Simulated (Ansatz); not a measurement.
Clean, relaxed (110) surface of TiAl, space group P4/mmm (No. 123) (top face towards +c; atoms held fixed, by place in the list: 1, 2, 3, 4):

```
CELL_PARAMETERS angstrom
3.95295 0.00000 0.00000
0.00000 4.03874 0.00000
0.00000 0.00000 22.92943
ATOMIC_POSITIONS crystal
Ti 0.50000 0.00000 0.37070
Al 0.00000 0.50000 0.37070
Ti 0.00000 0.00000 0.45690
Al 0.50000 0.50000 0.45690
Ti 0.50000 0.00000 0.54242
Al 0.00000 0.50000 0.54417
Ti 0.00000 0.00000 0.62574
Al 0.50000 0.50000 0.62844
```

Method: Ansatz 0.2.0, DFT PBEsol, scalar-relativistic, plane waves, PAW. Cutoff 420 eV; k points 7×7×1 on the computed 8-atom cell (Γ-centred); Gaussian smearing, width 0.10 eV; no spin polarisation. The cell repeats along c with a dipole correction in the vacuum.

O (atom) is adsorbed on the top face, one adsorbate per 16.0 Å², and relaxed from 3 starting sites (fractions of a and b). The adsorption energy is E(slab + adsorbate) − E(slab) − E(free adsorbate, spin-polarised where open-shell). Heights count from the highest slab atom after relaxation. Δφ is the top face's. Δp counts per cell along +c. Bonded neighbours lie within 1.25 times the sum of covalent radii (1.35 for H) and, on that scale, within 12 % of the closest. With the adsorbate the cell is lengthened along c to keep the vacuum.

```
                         start ends at E_ads (eV) height (Å) shortest contact  Δφ (eV)  Δp (e·Å)
      top (Al) at (0.50, 0.50) (0.50, 0.50), 1 bonded neighbour (Al)       -5.25        1.30       O–Al 1.68 Å    +2.57    -0.231
bridge (Ti-Al) at (0.25, 0.75) (0.03, 0.50), 2 bonded neighbours (Ti)       -7.79        0.65       O–Al 2.00 Å    -0.58    +0.056
      top (Ti) at (0.00, 0.00) (0.00, 0.00), 1 bonded neighbour (Ti)       -6.31        1.63       O–Ti 1.63 Å    +2.91    -0.259
```

Among the sites tried, the lowest end comes from the bridge (Ti-Al) at (0.25, 0.75) start; other sites may lie lower.

Each end is the local minimum or symmetric point that its start leads to. The slab is only 5.9 Å thick, so the energies aren't converged with thickness.

Spin polarisation was left out, and a magnetic state may lie lower.